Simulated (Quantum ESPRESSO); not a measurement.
# TePb (Fm-3m) in Quantum ESPRESSO: notebook

One crystal, TePb, is run at these levels: LDA, PBE, WC; tasks: phonons.

All numbers are computed with Quantum ESPRESSO 7.5; they aren't measurements. Logs are shortened: lines on timing, memory, paths and dates and some standing lists are left out, and cuts for length are marked.

**What was measured.**

From a printed reference work, monograph, for a bulk crystal of TePb at 77 K: high-frequency dielectric constant 36.9.

The runs below are set against these values where they give the same quantity.

### Step 1. The crystal as given

Symmetry: Fm-3m, No. 225, cubic system. Conventional cell: a = 6.462 Å, b = 6.462 Å, c = 6.462 Å, α = 90.00°, β = 90.00°, γ = 90.00°. Pb (site symmetry m-3m) is surrounded by 6 Te at 3.23 Å. Te (site symmetry m-3m) has 6 Pb at 3.23 Å as nearest neighbours.

### Step 2. Phonons, LDA

Input file pw.in:

```
&CONTROL
  calculation = 'scf'
  prefix = 'pwscf'
  outdir = './tmp'
  pseudo_dir = './pseudo'
  tprnfor = .true.
  tstress = .true.
  disk_io = 'low'
/
&SYSTEM
  ibrav = 0
  A = 4.56932402
  nat = 2
  ntyp = 2
  ecutwfc = 45
  ecutrho = 360
  nbnd = 16
  occupations = 'smearing'
  smearing = 'fd'
  degauss = 0.00367493
/
&ELECTRONS
  conv_thr = 4d-10
  electron_maxstep = 120
  mixing_beta = 0.5
/
ATOMIC_SPECIES
Pb   207.2000 pb_lda_v1.uspp.F.UPF
Te   127.6000 te_lda_v1.uspp.F.UPF
CELL_PARAMETERS alat
   0.0000000000    0.7071067812    0.7071067812
   0.7071067812    0.0000000000    0.7071067812
   0.7071067812    0.7071067812    0.0000000000
ATOMIC_POSITIONS alat
Pb     0.0000000000    0.0000000000    0.0000000000
Te     0.7071067812    0.7071067812    0.7071067812
K_POINTS automatic
6 6 6 1 1 1
```

Input file relax.in:

```
&CONTROL
  calculation = 'vc-relax'
  prefix = 'pwscf'
  outdir = './tmp'
  pseudo_dir = './pseudo'
  tprnfor = .true.
  tstress = .true.
  disk_io = 'low'
  nstep = 40
  forc_conv_thr = 0.0001
  etot_conv_thr = 1d-06
/
&SYSTEM
  ibrav = 0
  A = 4.56932402
  nat = 2
  ntyp = 2
  ecutwfc = 45
  ecutrho = 360
  nbnd = 16
  occupations = 'smearing'
  smearing = 'fd'
  degauss = 0.00367493
/
&ELECTRONS
  conv_thr = 4d-10
  electron_maxstep = 120
  mixing_beta = 0.5
/
&IONS
  ion_dynamics = 'bfgs'
/
&CELL
  cell_dynamics = 'bfgs'
  press = 0
  press_conv_thr = 0.2
/
ATOMIC_SPECIES
Pb   207.2000 pb_lda_v1.uspp.F.UPF
Te   127.6000 te_lda_v1.uspp.F.UPF
CELL_PARAMETERS alat
   0.0000000000    0.7071067812    0.7071067812
   0.7071067812    0.0000000000    0.7071067812
   0.7071067812    0.7071067812    0.0000000000
ATOMIC_POSITIONS alat
Pb     0.0000000000    0.0000000000    0.0000000000
Te     0.7071067812    0.7071067812    0.7071067812
K_POINTS automatic
6 6 6 1 1 1
```

Input file gamma.in:

```
&CONTROL
  calculation = 'bands'
  prefix = 'pwscf'
  outdir = './tmp'
  pseudo_dir = './pseudo'
  disk_io = 'low'
  verbosity = 'high'
/
&SYSTEM
  ibrav = 0
  A = 4.50526553
  nat = 2
  ntyp = 2
  ecutwfc = 45
  ecutrho = 360
  nbnd = 16
  occupations = 'smearing'
  smearing = 'fd'
  degauss = 0.00367493
/
&ELECTRONS
  conv_thr = 1d-08
  electron_maxstep = 120
  mixing_beta = 0.5
  diago_full_acc = .true.
  startingwfc = 'random'
/
ATOMIC_SPECIES
Pb   207.2000 pb_lda_v1.uspp.F.UPF
Te   127.6000 te_lda_v1.uspp.F.UPF
CELL_PARAMETERS alat
   0.0000000000    0.7071067816    0.7071067816
   0.7071067816    0.0000000000    0.7071067816
   0.7071067816    0.7071067816    0.0000000000
ATOMIC_POSITIONS alat
Pb     0.0000000000    0.0000000000    0.0000000000
Te     0.7071067816    0.7071067816    0.7071067816
K_POINTS crystal
1
0.0 0.0 0.0 1
```

Input file scf2.in:

```
&CONTROL
  calculation = 'scf'
  prefix = 'pwscf'
  outdir = './tmp'
  pseudo_dir = './pseudo'
  tprnfor = .true.
  tstress = .true.
  disk_io = 'low'
/
&SYSTEM
  ibrav = 0
  A = 4.50526553
  nat = 2
  ntyp = 2
  ecutwfc = 45
  ecutrho = 360
  nbnd = 16
  occupations = 'fixed'
/
&ELECTRONS
  conv_thr = 1d-13
  electron_maxstep = 120
  mixing_beta = 0.5
  startingpot = 'file'
/
ATOMIC_SPECIES
Pb   207.2000 pb_lda_v1.uspp.F.UPF
Te   127.6000 te_lda_v1.uspp.F.UPF
CELL_PARAMETERS alat
   0.0000000000    0.7071067816    0.7071067816
   0.7071067816    0.0000000000    0.7071067816
   0.7071067816    0.7071067816    0.0000000000
ATOMIC_POSITIONS alat
Pb     0.0000000000    0.0000000000    0.0000000000
Te     0.7071067816    0.7071067816    0.7071067816
K_POINTS automatic
6 6 6 1 1 1
```

Input file ph.in:

```
phonons of TePb
&INPUTPH
  prefix = 'pwscf'
  outdir = './tmp'
  tr2_ph = 1d-18
  fildyn = 'dyn'
  niter_ph = 90
  alpha_mix(1) = 0.7
  epsil = .true.
/
0.0000000000 0.0000000000 0.0000000000
```

Input file dynmat.in:

```
&INPUT
  fildyn = 'dyn'
  asr = 'crystal'
  lperm = .true.
  filout = 'dynmat.disp'
  fileig = 'dynmat.eig'
/
```

Input file dynmat_lo.in:

```
&INPUT
  fildyn = 'dyn'
  asr = 'crystal'
  filout = 'dynmat_lo.disp'
  fileig = 'dynmat_lo.eig'
  q(1) = 0
  q(2) = 0
  q(3) = 1
/
```

Potentials or basis: GBRV 1.5 LDA.

Command:

```console
$ OMP_NUM_THREADS=1 mpirun -n 4 pw.x -nk 4 -in pw.in > pw.out
$ OMP_NUM_THREADS=1 mpirun -n 4 pw.x -nk 4 -in relax.in > relax.out
$ OMP_NUM_THREADS=1 mpirun -n 4 pw.x -in gamma.in > gamma.out
$ OMP_NUM_THREADS=1 mpirun -n 4 pw.x -nk 4 -in scf2.in > scf2.out
$ OMP_NUM_THREADS=1 mpirun -n 4 ph.x -nk 4 -in ph.in > ph.out
$ OMP_NUM_THREADS=1 mpirun -n 1 dynmat.x -in dynmat.in > dynmat.out
$ OMP_NUM_THREADS=1 mpirun -n 1 dynmat.x -in dynmat_lo.in > dynmat_lo.out
```

pw.out:

```text
This program is part of the open-source Quantum ESPRESSO suite
     for quantum simulation of materials; please cite
[... 6 lines left out ...]
     using ibrav=0 with symmetry is DISCOURAGED, use correct ibrav instead

     K-points division:     npool     =       4
     Subspace diagonalization in iterative solution of the eigenvalue problem:
     a serial algorithm will be used

     G-vector sticks info
     --------------------
     sticks:   dense  smooth     PW     G-vecs:    dense   smooth      PW
     Sum        1843     925    283                52345    18499    3119

     Using Slab Decomposition

     bravais-lattice index     =            0
     lattice parameter (alat)  =       8.6348  a.u.
     unit-cell volume          =     455.2369 (a.u.)^3
     number of atoms/cell      =            2
     number of atomic types    =            2
     number of electrons       =        20.00
     number of Kohn-Sham states=           16
     kinetic-energy cutoff     =      45.0000  Ry
     charge density cutoff     =     360.0000  Ry
     scf convergence threshold =      4.0E-10
     mixing beta               =       0.5000
     number of iterations used =            8  plain     mixing
     Exchange-correlation= SLA  PZ   NOGX NOGC
                           (   1   1   0   0   0   0   0)

     celldm(1)=   8.634771  celldm(2)=   0.000000  celldm(3)=   0.000000
     celldm(4)=   0.000000  celldm(5)=   0.000000  celldm(6)=   0.000000

[... 8 lines left out ...]
               b(3) = (  0.707107  0.707107 -0.707107 )

     PseudoPot. # 1 for Pb read from file:
     pb_lda_v1.uspp.F.UPF
     Pseudo is Ultrasoft + core correction, Zval = 14.0
     Generated by new atomic code, or converted to UPF format
     Using radial grid of  899 points,  6 beta functions with:
                l(1) =   0
                l(2) =   0
                l(3) =   1
                l(4) =   1
                l(5) =   2
                l(6) =   2
     Q(r) pseudized with  6 coefficients,  rinner =    1.000   1.000   1.000
                                                       1.000   1.000

     PseudoPot. # 2 for Te read from file:
     te_lda_v1.uspp.F.UPF
     Pseudo is Ultrasoft + core correction, Zval =  6.0
     Generated by new atomic code, or converted to UPF format
     Using radial grid of  891 points,  5 beta functions with:
                l(1) =   0
                l(2) =   0
                l(3) =   1
                l(4) =   1
                l(5) =   2
     Q(r) pseudized with  6 coefficients,  rinner =    1.800   1.800   1.800
                                                       1.800   1.800

     atomic species   valence    mass     pseudopotential
     Pb               14.00   207.20000     Pb( 1.00)
     Te                6.00   127.60000     Te( 1.00)

     48 Sym. Ops., with inversion, found

   Cartesian axes

     site n.     atom                  positions (alat units)
         1        Pb     tau(   1) = (   0.0000000   0.0000000   0.0000000  )
         2        Te     tau(   2) = (   0.7071068   0.7071068   0.7071068  )

     number of k points=    28  Fermi-Dirac smearing, width (Ry)=  0.0037
                       cart. coord. in units 2pi/alat
        k(    1) = (   0.0589256   0.0589256   0.0589256), wk =   0.0185185
        k(    2) = (   0.1767767   0.1767767  -0.0589256), wk =   0.0555556
        k(    3) = (   0.2946278   0.2946278  -0.1767767), wk =   0.0555556
        k(    4) = (  -0.2946278  -0.2946278   0.4124790), wk =   0.0555556
        k(    5) = (  -0.1767767  -0.1767767   0.2946278), wk =   0.0555556
        k(    6) = (  -0.0589256  -0.0589256   0.1767767), wk =   0.0555556
[... 20 lines left out ...]
        k(   27) = (   0.2946278   0.2946278   0.2946278), wk =   0.0185185
        k(   28) = (  -0.2946278  -0.2946278   0.8838835), wk =   0.0555556

     Dense  grid:    52345 G-vectors     FFT dimensions: (  54,  54,  54)

     Smooth grid:    18499 G-vectors     FFT dimensions: (  40,  40,  40)

     Initial potential from superposition of free atoms

     starting charge      19.9980, renormalised to      20.0000

     negative rho (up, down):  1.592E-02 0.000E+00
     Starting wfcs are   13 randomized atomic wfcs +    3 random wfcs

     Self-consistent Calculation

     iteration #  1     ecut=    45.00 Ry     beta= 0.50
     Davidson diagonalization with overlap
     ethr =  1.00E-02,  avg # of iterations =  5.2

     Threshold (ethr) on eigenvalues was too large:
     Diagonalizing with lowered threshold

     Davidson diagonalization with overlap
     ethr =  1.55E-04,  avg # of iterations =  3.8

     negative rho (up, down):  1.532E-02 0.000E+00

     total energy              =    -190.61496003 Ry
     estimated scf accuracy    <       0.03078664 Ry

     iteration #  2     ecut=    45.00 Ry     beta= 0.50
     Davidson diagonalization with overlap
     ethr =  1.54E-04,  avg # of iterations =  2.0
[... 19 lines left out ...]
     negative rho (up, down):  1.547E-02 0.000E+00

     total energy              =    -190.62297142 Ry
     estimated scf accuracy    <       0.00000271 Ry

     iteration #  5     ecut=    45.00 Ry     beta= 0.50
     Davidson diagonalization with overlap
     c_bands:  1 eigenvalues not converged
     c_bands:  1 eigenvalues not converged
     c_bands:  1 eigenvalues not converged
     c_bands:  1 eigenvalues not converged
     ethr =  1.35E-08,  avg # of iterations = 16.0

     negative rho (up, down):  1.549E-02 0.000E+00

     total energy              =    -190.62300417 Ry
     estimated scf accuracy    <       0.00000107 Ry

     iteration #  6     ecut=    45.00 Ry     beta= 0.50
     Davidson diagonalization with overlap
     ethr =  5.33E-09,  avg # of iterations =  3.3
[... 15 lines left out ...]
     iteration #  8     ecut=    45.00 Ry     beta= 0.50
     Davidson diagonalization with overlap
     ethr =  7.45E-11,  avg # of iterations =  5.7

     negative rho (up, down):  1.561E-02 0.000E+00

     End of self-consistent calculation

          k = 0.0589 0.0589 0.0589 (  2307 PWs)   bands (ev):

    -9.4956  -9.4956  -9.4815  -9.4807  -9.4807  -4.9000   1.1754   5.8093
     5.8093   5.8997  10.7723  10.8822  10.8822  12.8115  13.0459  13.0459

          k = 0.1768 0.1768-0.0589 (  2315 PWs)   bands (ev):

    -9.5009  -9.4981  -9.4809  -9.4769  -9.4742  -4.5904   0.3768   5.3484
     6.1528   6.5396   9.2134   9.4665  10.8879  12.7913  13.3713  14.3196

          k = 0.2946 0.2946-0.1768 (  2324 PWs)   bands (ev):

    -9.5065  -9.5064  -9.4789  -9.4681  -9.4665  -3.9118  -0.9050   5.3230
     6.3258   6.9373   8.0893   8.4705   9.8729  13.7991  14.5656  14.6990

          k =-0.2946-0.2946 0.4125 (  2326 PWs)   bands (ev):

    -9.5115  -9.5067  -9.4784  -9.4652  -9.4633  -3.5233  -1.4749   5.7075
     5.9898   6.5452   8.2793   8.6804   9.0700  14.5663  14.7454  16.1775

          k =-0.1768-0.1768 0.2946 (  2326 PWs)   bands (ev):
[... 6 lines left out ...]
    -9.5007  -9.4945  -9.4825  -9.4778  -9.4772  -4.7432   0.7673   5.5806
     5.6198   6.5496   9.2915  10.8485  10.9242  12.2946  13.6355  13.7589

          k = 0.2946 0.0589 0.0589 (  2318 PWs)   bands (ev):

    -9.5117  -9.4921  -9.4847  -9.4722  -9.4714  -4.4409   0.2609   5.2215
     5.2516   6.4508   8.9026  11.0053  11.1324  11.7152  14.5501  14.7915

          k = 0.4125 0.1768-0.0589 (  2323 PWs)   bands (ev):

    -9.5233  -9.4944  -9.4835  -9.4665  -9.4646  -3.9044  -0.4943   4.5765
     5.0840   5.7208   9.7412  10.2205  11.2062  12.2118  14.5614  15.7809

          k =-0.1768-0.4125 0.5303 (  2320 PWs)   bands (ev):

    -9.5252  -9.5005  -9.4767  -9.4682  -9.4609  -3.3565  -1.2535   4.2211
     4.6811   6.3323   8.7472  10.5516  11.1666  13.4541  14.5655  15.0068

          k =-0.0589-0.2946 0.4125 (  2321 PWs)   bands (ev):

    -9.5183  -9.5015  -9.4773  -9.4683  -9.4652  -3.6784  -0.9104   4.1569
     5.3871   6.6689   8.4391   9.6679  11.5221  13.3185  14.5630  15.2626

          k = 0.0589-0.1768 0.2946 (  2318 PWs)   bands (ev):

    -9.5093  -9.4973  -9.4816  -9.4723  -9.4697  -4.2975  -0.1110   4.9655
     5.9356   6.6163   8.6352   9.5738  11.0340  12.4694  14.3479  14.5609

          k = 0.5303 0.0589 0.0589 (  2329 PWs)   bands (ev):

    -9.5444  -9.4894  -9.4864  -9.4597  -9.4591  -3.6008  -0.3598   3.6128
     4.5633   4.6009  10.6860  11.8824  11.9307  12.2157  14.5592  16.8145

          k =-0.0589-0.5303 0.6482 (  2320 PWs)   bands (ev):

    -9.5478  -9.4893  -9.4862  -9.4608  -9.4559  -3.2469  -0.7046   2.9461
     4.1244   5.2438  10.6412  11.1158  12.5799  13.0926  14.5612  16.1091

          k = 0.0589-0.4125 0.5303 (  2318 PWs)   bands (ev):

    -9.5320  -9.4981  -9.4760  -9.4690  -9.4595  -3.2402  -1.1422   3.4304
     4.5013   6.2029   9.0664  10.9371  12.3135  13.3742  14.5558  14.5889

          k = 0.1768-0.2946 0.4125 (  2328 PWs)   bands (ev):

    -9.5153  -9.5037  -9.4777  -9.4674  -9.4637  -3.6068  -1.2021   4.9256
     5.5484   6.5596   8.3682   9.3241  10.2836  13.6978  14.5657  15.7567

          k =-0.6482 0.0589 0.0589 (  2317 PWs)   bands (ev):

    -9.5550  -9.4906  -9.4848  -9.4562  -9.4557  -3.3113  -0.4036   2.7779
     4.4069   4.4399  10.5265  12.2363  12.2917  13.4221  14.5595  17.5492

          k =-0.5303 0.1768-0.0589 (  2328 PWs)   bands (ev):

    -9.5382  -9.4913  -9.4852  -9.4627  -9.4592  -3.5048  -0.6859   3.7686
     4.2874   5.4019  10.3060  11.1743  11.8166  12.3678  14.5620  16.4273

          k =-0.4125 0.0589 0.0589 (  2324 PWs)   bands (ev):

    -9.5278  -9.4892  -9.4872  -9.4656  -9.4648  -4.0302  -0.1420   4.8280
     4.8524   5.0335  10.3415  10.9734  11.5030  11.6373  14.5570  16.0179

          k = 0.1768 0.1768 0.1768 (  2316 PWs)   bands (ev):

    -9.5012  -9.5012  -9.4803  -9.4732  -9.4732  -4.4427   0.0010   5.9556
     5.9556   6.4375   9.1769   9.5133   9.5133  13.0978  14.0408  14.0408

          k = 0.2946 0.2946 0.0589 (  2327 PWs)   bands (ev):
[... 21 lines left out ...]
    -9.5309  -9.4977  -9.4778  -9.4685  -9.4594  -3.3546  -1.0307   3.8455
     4.0898   6.5377   8.7321  11.3397  11.7710  13.2317  14.5626  14.8772

          k =-0.0589-0.2946 0.6482 (  2309 PWs)   bands (ev):

    -9.5392  -9.4952  -9.4783  -9.4690  -9.4559  -3.1728  -0.9794   3.2646
     3.6887   6.4397   9.0273  11.8239  12.5255  13.3150  14.5253  14.5693

          k =-0.7660 0.1768 0.1768 (  2320 PWs)   bands (ev):

    -9.5408  -9.4930  -9.4824  -9.4624  -9.4587  -3.2224  -0.9609   3.1136
     4.8492   5.0404  10.5788  10.7961  12.2405  12.7993  14.5630  16.0478

          k = 0.2946 0.2946 0.2946 (  2334 PWs)   bands (ev):

    -9.5075  -9.5075  -9.4793  -9.4650  -9.4650  -3.7154  -1.2873   6.2063
     6.2063   6.9575   7.9802   8.4604   8.4604  14.5660  14.6922  15.7836

          k =-0.2946-0.2946 0.8839 (  2324 PWs)   bands (ev):

    -9.5174  -9.5043  -9.4762  -9.4670  -9.4634  -3.4315  -1.3734   4.5345
     5.7729   6.1470   8.8453   9.0341  10.6670  14.4194  14.5663  15.1666

     the Fermi energy is     7.4981 ev

!    total energy              =    -190.62300379 Ry
     estimated scf accuracy    <          2.5E-10 Ry
     smearing contrib. (-TS)   =      -0.00000014 Ry
     internal energy E=F+TS    =    -190.62300365 Ry

     The total energy is F=E-TS. E is the sum of the following terms:
     one-electron contribution =     -46.12965277 Ry
     hartree contribution      =      35.11885681 Ry
     xc contribution           =     -77.51399760 Ry
     ewald contribution        =    -102.09821009 Ry

     convergence has been achieved in   8 iterations

     negative rho (up, down):  1.561E-02 0.000E+00

     Forces acting on atoms (cartesian axes, Ry/au):

     atom    1 type  1   force =    -0.00000000   -0.00000000   -0.00000000
     atom    2 type  2   force =     0.00000000   -0.00000000    0.00000000

     Total force =     0.000000     Total SCF correction =     0.000000

     Computing stress (Cartesian axis) and pressure

     negative rho (up, down):  1.561E-02 0.000E+00
          total   stress  (Ry/bohr**3)                   (kbar)     P=      -18.97
  -0.00012896   0.00000000   0.00000000          -18.97        0.00        0.00
   0.00000000  -0.00012896   0.00000000            0.00      -18.97        0.00
   0.00000000   0.00000000  -0.00012896            0.00        0.00      -18.97

=------------------------------------------------------------------------------=
   JOB DONE.
=------------------------------------------------------------------------------=
```

Run time: 3 min. Hardware: 4 MPI ranks of Arm Neoverse V2, shared host; peak memory 0.6 GiB.

What came out:

```yaml
Free_energy: -2593.5742 eV
Relaxed_volume: 32.33 Å³/atom
Relaxed_cell: a = 4.505 Å, b = 4.505 Å, c = 4.505 Å, α = 60.00°, β = 60.00°, γ = 60.00°
Space_group_after_relaxing_to_0.05_Å: Fm-3m (No. 225)
Pressure_after_relaxing: 0.0 GPa
Electronic_dielectric_tensor_diagonal: 34.20
Born_charges_mean_of_the_diagonal: Pb +6.06; Te -6.03 e
Highest_phonon_frequency_at_Γ_LO-TO_splitting_left_out: 48 cm⁻¹
Static_dielectric_tensor_diagonal: 188.55
```

The path:
```
step  energy change (eV)  largest force (eV/Å)  pressure (GPa)  volume (Å³)
   1              0.0000                0.0000           -1.90        67.46
   2             -0.0068                0.0000           -1.50        66.81
   3             -0.0139                0.0000           -0.86        65.84
   4             -0.0169                0.0000            0.05        64.59
   5             -0.0170                0.0000            0.00        64.66
```

Final structure:
```
CELL_PARAMETERS angstrom
0.00000 3.18570 3.18570
3.18570 0.00000 3.18570
3.18570 3.18570 0.00000
ATOMIC_POSITIONS crystal
Pb 0.00000 0.00000 0.00000
Te 0.50000 0.50000 0.50000
```

Levels at points of the mesh, in eV from the valence-band top:
```tsv
k point	band 6	band 7	band 8	band 9	band 10	band 11	band 12	band 13	band 14	band 15
(0.08, 0.08, 0.08)	-12.21	-5.70	-1.30	-1.30	-1.19	3.86	3.97	3.97	5.76	6.01
```

Phonon frequencies in cm⁻¹ (negative: imaginary):
| q point | frequencies |
| --- | --- |
| (0.000, 0.000, 0.000) | -4 -4 -4 48 48 48 |

Electronic dielectric tensor:
```
34.20  0.00  0.00
 0.00 34.20  0.00
 0.00  0.00 34.20
```

Born effective charge tensors (e):
atom 1, Pb
```
6.06 0.00 0.00
0.00 6.06 0.00
0.00 0.00 6.06
```
atom 2, Te
```
-6.03  0.00  0.00
 0.00 -6.03  0.00
 0.00  0.00 -6.03
```

Optical modes at Γ, degenerate ones joined, polar ones without the macroscopic field:
```tsv
cm⁻¹	components	symmetry	active in	IR intensity, summed ((D/Å)²/amu)
48	3	T1u	IR	32.01
```

Zone-centre frequencies without and with the macroscopic field along z (cm⁻¹):
```tsv
	optical modes in rising order
without	48 48 48
with the field	48 48 112
```

Static dielectric tensor, electrons and zone-centre modes:
```
188.55   0.00   0.00
  0.00 188.55   0.00
  0.00   0.00 188.55
```

The run has no spin-orbit coupling, so splittings on Pb, Te are missing.

(Part 1 of 3 ends here.)
